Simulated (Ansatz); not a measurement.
KCl, one cell by several methods

```xyz
2
Lattice="0.0000 3.1561 3.1877 3.1561 0.0000 3.1877 3.1561 3.1561 0.0000" Properties=species:S:1:pos:R:3 pbc="T T T"
K     0.0000    0.0000    0.0000
Cl    3.1561    3.1561    3.1877
```

Atom numbers follow the list: K1, Cl2.

Conventional cell: a = 4.463 Å, b = 4.463 Å, c = 6.375 Å, α = 90.00°, β = 90.00°, γ = 90.00°. Around K (atom 1) lie 6 Cl at 3.16 to 3.19 Å. Around Cl (atom 2) lie 6 K at 3.16 to 3.19 Å.

The cell is a measured one (Crystallography Open Database entry 9003114); the temperature and pressure of the measurement aren't taken into account, and nothing was relaxed. The listed cell was then made from it by scaling, straining or moving an atom.

Methods: DFT, PBE, PAW with Ansatz's default frozen-core files, scalar-relativistic (Ansatz 0.2.0); DFT, PBE, all-electron LAPW, scalar-relativistic (Ansatz 0.2.0).

For PAW: a Γ-centred 7×7×7 k mesh, Fermi–Dirac smearing of 0.03 eV, cutoff 420 eV, no spin polarisation. LAPW targets a basis error of 1 meV/atom. The Ansatz runs share mesh, smearing and spin set-up. Plane-wave (PAW) pressures include the program's estimate of the Pulay term.

Stress and pressure are positive in compression.

PAW results:

```tsv
quantity	PAW
pressure (GPa)	0.40
stress xx (GPa)	0.51
stress zz (GPa)	0.18
band gap (eV)	5.121
```

Question: What does all-electron LAPW give for the same quantities?

Answer: 
```tsv
quantity	LAPW
pressure (GPa)	0.40
stress xx (GPa)	0.51
stress zz (GPa)	0.18
band gap (eV)	5.121
```
